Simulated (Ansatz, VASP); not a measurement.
**W: VASP beside Ansatz**

```
W
1.0
     0.00000    2.03082    2.03082
     2.03082    0.00000    2.03082
     2.03082    2.03082    0.00000
W
1
Cartesian
  0.0000 0.0000 0.0000
```

Alike in both runs: functional RPBE; k mesh 5 × 5 × 5; no spin polarisation.

Ansatz relaxed the structure, and its values are those at the end. VASP's run is a single point on that final structure, the one shown.

```csv
,VASP,Ansatz
version,VASP 6.6.1,Ansatz 0.2.0
potentials or method,"VASP PAW PBE potentials, release 64 (W_sv)","plane waves, PAW"
plane-wave cutoff (eV),520,420
occupations,"fermi-dirac, width 0.1 eV",fermi-dirac
valence electrons in the cell,14,14
```

Ansatz gave:

- pressure (GPa): -2.0

Q: Estimate VASP's values.

A: Pressure (GPa): -1.6.

Caveats: the k mesh is coarse (spacing up to 0.54 Å⁻¹), so the values aren't converged; the PAW data sets were made with another functional, which shifts forces and pressure a little (VASP). The runs have no spin-orbit coupling, so splittings on W are missing.
